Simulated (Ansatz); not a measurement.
A 4-atom cell of AgCl (Fm-3m) from a materials database at its r2SCAN geometry, run in the PAW code Ansatz at 4 levels of theory. (Simulation; no magnetic order is allowed.)

The PBE+SOC input:
```yaml
crystal:
  lattice:
    - [3.9166764516, 0.0, 0.1936473103]
    - [0.0, 3.9212458794, 0.0]
    - [-0.2730091651, 0.0, 5.5375287241]
  atoms:
    - { symbol: Ag, position: [0.2500546113, 0.25, 0.2500028373] }
    - { symbol: Ag, position: [0.7499453887, 0.75, 0.7499971627] }
    - { symbol: Cl, position: [0.7500376354, 0.75, 0.2499967117] }
    - { symbol: Cl, position: [0.2499623646, 0.25, 0.7500032883] }
kpoints:
  mp_grid: { grid: [6, 6, 6] }
  band_path:
    path:
      - [0.0, 0.0, 0.0]
      - [0.500013693, 0.499986307, 9.88128e-05]
      - [0.500013693, 0.499986307, 0.5000988079]
      - [0.500013693, 0.0, 0.5000988079]
      - [0.2498826956, 0.0, 1.0000493721]
      - [0.7501446904, 0.0, 0.0001482438]
      - [0.7501446904, 0.2498690094, 0.0001482438]
      - [0.2498826956, 0.2498690094, 1.0000493721]
    npoints: 1
hamiltonian:
  xc: pbe
scf:
  occupations: { method: fermi_dirac, width: 0.02 }
  n_extra_bands: 10
magnetization:
  noncollinear: true
  spin_orbit: true
output:
  forces: true
  stress: true
  eigenvalues: true
  write_density: true
  write_potential: true
  elf: true
  volumetric_format: npy
```

Main results, then, where recorded, the levels near the gap in eV from the Fermi energy (columns number the bands from 0), one row a point of the path (Γ, X, P, N, S, S₀, R, G):
```
Crystal: 4 atoms, lattice volume = 85.254 Å³
Symmetry: 4 space group operations + 4 with time reversal
Magnetic group: BNS 11.51 (UNI 58)
```
```
Basis set: ecut = 420 eV, 1675 PW (Γ)
k-points: 80 of 216
SCF 1 converged in 8 iterations: F = -17346.483478 eV  dr2 = 3.23e-8
Free energy (F): -17346.483478 eV
Fermi energy:    8.609082 eV
--- Stress (GPa, compression-positive) ---
        1.617817       0.000000      -0.000585
        0.000000       1.618322       0.000000
       -0.000585       0.000000       1.614682
  P = ⅓ Tr σ = 1.6169 GPa (16.169 kbar)
```
```tsv
band_46	band_47	band_48	band_49	band_50	band_51	band_52	band_53	band_54	band_55	band_56	band_57
-2.671	-2.671	-2.273	-2.273	-2.171	-2.171	0.416	0.416	1.882	1.882	7.471	7.471
-2.273	-2.273	-2.171	-2.171	-2.171	-2.171	1.882	1.882	1.882	1.882	7.472	7.472
-2.225	-2.225	-1.626	-1.626	-1.626	-1.626	3.700	3.700	3.700	3.700	7.292	7.292
-0.495	-0.495	-0.453	-0.453	-0.453	-0.453	3.729	3.729	3.730	3.730	6.047	6.047
-2.029	-2.029	-1.505	-1.505	-1.289	-1.289	2.031	2.031	3.109	3.109	6.737	6.737
-2.029	-2.029	-1.505	-1.505	-1.289	-1.289	2.030	2.030	3.108	3.108	6.737	6.737
-2.126	-2.126	-1.758	-1.758	-1.627	-1.627	2.931	2.931	3.698	3.698	6.870	6.870
-2.126	-2.126	-1.758	-1.758	-1.627	-1.627	2.931	2.931	3.698	3.698	6.870	6.870
```

The PBE+SOC gap is indirect, 0.87 eV (N to Γ), below the direct gap of 2.59 eV at Γ.

HSE06. Against the first input these blocks differ (the band path and keys that only write files left aside):
```yaml
kpoints:
  mp_grid: { grid: [4, 4, 4] }
hamiltonian:
  xc: hse06
scf:
  occupations: { method: fixed }
  n_extra_bands: 5
```
(magnetization left out)

```
Basis set: ecut = 420 eV, 1675 PW (Γ)
k-points: 30 of 64
SCF 1 stopped early in 3 iterations: F = -17341.771360 eV  dr2 = 6.44e-6
Exchange kernel: α = 0.2500, screened, ω = 0.2079 Å⁻¹, Wigner–Seitz truncation, v(0) = 1037.3671 eV·Å³, q-mesh 4×4×4
SCF 2 stopped early in 6 iterations: F = -17350.111986 eV  dr2 = 3.14e-6
hybrid outer 1: dexx = +1.918e-2 eV, tail = 4.61e-5 eV
SCF 3 converged in 5 iterations: F = -17350.111977 eV  dr2 = 1.99e-10
hybrid outer 2: dexx = +5.004e-7 eV, tail = 3.19e-8 eV, Δε = 1.36e-3 eV, ΔF = 6.54e-3 eV/Å
Free energy (F): -17350.111972 eV
Fermi energy:    7.084182 eV
--- Stress (GPa, compression-positive) ---
        1.498237       0.000000       0.004598
        0.000000       1.498596       0.000000
        0.004598       0.000000       1.385991
  P = ⅓ Tr σ = 1.4609 GPa (14.609 kbar)
```
```tsv
band_23	band_24	band_25	band_26	band_27	band_28
-2.230	-2.229	-2.229	2.411	4.020	9.368
-2.382	-2.311	-2.311	4.019	4.019	9.369
-2.304	-1.272	-1.272	5.879	5.879	9.420
-0.004	0.000	0.000	5.636	5.637	8.479
-1.935	-1.170	-0.849	4.023	5.272	8.762
-1.935	-1.170	-0.849	4.023	5.272	8.762
-1.958	-1.424	-1.273	4.967	5.875	9.045
-1.958	-1.424	-1.273	4.967	5.875	9.045
```

The HSE06 gap is indirect, 2.41 eV (N to Γ), below the direct gap of 4.64 eV at Γ. The mean pressure is +1.5 GPa (compression positive), so HSE06 would enlarge the cell's volume. The stress of a hybrid is loosely converged here.

DDH-PBE0. Against the first input these blocks differ (the band path and keys that only write files left aside):
```yaml
crystal:
  host: atoms
kpoints:
  mp_grid: { grid: [4, 4, 4] }
hamiltonian:
  xc:
    exchange: pbe
    correlation: pbe
    exx: { coeff: inverse_dielectric }
scf:
  occupations: { method: fixed }
  n_extra_bands: 5
```
(magnetization left out)

```
ε∞ on k-mesh 4×4×2 of a primitive cell: xx 5.0928, yy 5.0926, zz 5.1017; 3/Tr ε∞, of that cell with its empty space = 0.19624330291193984
Basis set: ecut = 420 eV, 1675 PW (Γ)
k-points: 30 of 64
SCF 1 stopped early in 3 iterations: F = -17341.771822 eV  dr2 = 5.95e-6
SCF 2 stopped early in 6 iterations: F = -17347.675783 eV  dr2 = 7.78e-7
hybrid outer 1: dexx = +1.452e-2 eV, tail = 2.13e-5 eV
SCF 3 converged in 4 iterations: F = -17347.675843 eV  dr2 = 6.11e-10
hybrid outer 2: dexx = +2.626e-7 eV, tail = 1.16e-8 eV, Δε = 9.50e-4 eV, ΔF = 3.70e-3 eV/Å
Free energy (F): -17347.675841 eV
Fermi energy:    7.008291 eV
--- Stress (GPa, compression-positive) ---
        1.447449       0.000000       0.004902
        0.000000       1.448066       0.000000
        0.004903       0.000000       1.329454
  P = ⅓ Tr σ = 1.4083 GPa (14.083 kbar)
```
```tsv
band_23	band_24	band_25	band_26	band_27	band_28
-2.256	-2.253	-2.241	2.621	4.234	9.641
-2.314	-2.241	-2.241	4.233	4.233	9.642
-2.261	-1.269	-1.269	6.100	6.100	9.662
-0.005	0.000	0.000	5.881	5.882	8.664
-1.900	-1.158	-0.849	4.256	5.489	9.010
-1.900	-1.158	-0.849	4.256	5.489	9.010
-1.939	-1.422	-1.269	5.203	6.096	9.267
-1.939	-1.422	-1.269	5.203	6.096	9.267
```

DDH-PBE0 gives an indirect gap of 2.62 eV, from N to Γ; the least direct gap is 4.86 eV at Γ. The mean pressure is +1.4 GPa (compression positive), so DDH-PBE0 would enlarge the cell's volume. (The program warns that its thresholds are loose for a hybrid's stress.)

Question: Another run on the same cell gave
```
Basis set: ecut = 420 eV, 1675 PW (Γ)
k-points: 30 of 64
SCF 1 stopped early in 3 iterations: F = -17341.771433 eV  dr2 = 6.45e-6
SCF 2 stopped early in 6 iterations: F = -17349.326758 eV  dr2 = 3.03e-6
hybrid outer 1: dexx = +2.881e-2 eV, tail = 5.67e-5 eV
SCF 3 converged in 4 iterations: F = -17349.326888 eV  dr2 = 2.71e-9
hybrid outer 2: dexx = +1.047e-6 eV, tail = 4.87e-8 eV, Δε = 1.74e-3 eV, ΔF = 6.06e-3 eV/Å
Free energy (F): -17349.326884 eV
Fermi energy:    6.697902 eV
--- Stress (GPa, compression-positive) ---
        1.367527       0.000000       0.004375
        0.000000       1.367891       0.000000
        0.004375       0.000000       1.259688
  P = ⅓ Tr σ = 1.3317 GPa (13.317 kbar)
```
```tsv
band_23	band_24	band_25	band_26	band_27	band_28
-2.238	-2.238	-2.234	3.107	4.757	10.105
-2.410	-2.343	-2.343	4.756	4.756	10.105
-2.330	-1.291	-1.291	6.635	6.635	10.159
-0.006	0.000	0.000	6.343	6.344	9.252
-1.962	-1.184	-0.855	4.745	6.018	9.500
-1.962	-1.184	-0.855	4.744	6.018	9.500
-1.975	-1.445	-1.290	5.705	6.631	9.792
-1.975	-1.445	-1.290	5.705	6.631	9.792
```
Which level of theory and mesh gave it?

Answer: It is PBE0, judged by the exchange loop and the size of the gap (a near hybrid could fit too), on 4×4×4; the blocks that differ from the first input, but for the band path:
```yaml
kpoints:
  mp_grid: { grid: [4, 4, 4] }
hamiltonian:
  xc: pbe0
scf:
  occupations: { method: fixed }
  n_extra_bands: 5
```
(magnetization left out)
With PBE0 the valence top lies at N and the conduction bottom at Γ, 3.11 eV higher; the smallest vertical gap, at Γ, is 5.34 eV. At this geometry PBE0 finds +1.3 GPa, compression counted positive: its own equilibrium volume is larger. (The program warns that its thresholds are loose for a hybrid's stress.)

Small level splittings and stresses of the hybrids carry the error of their coarser meshes.

Totals of different functionals, or with and without spin-orbit coupling, can't be compared.

Only the levels marked +SOC include spin-orbit coupling.

The meshes of the hybrids are coarse, so their gaps aren't converged to the digits shown.
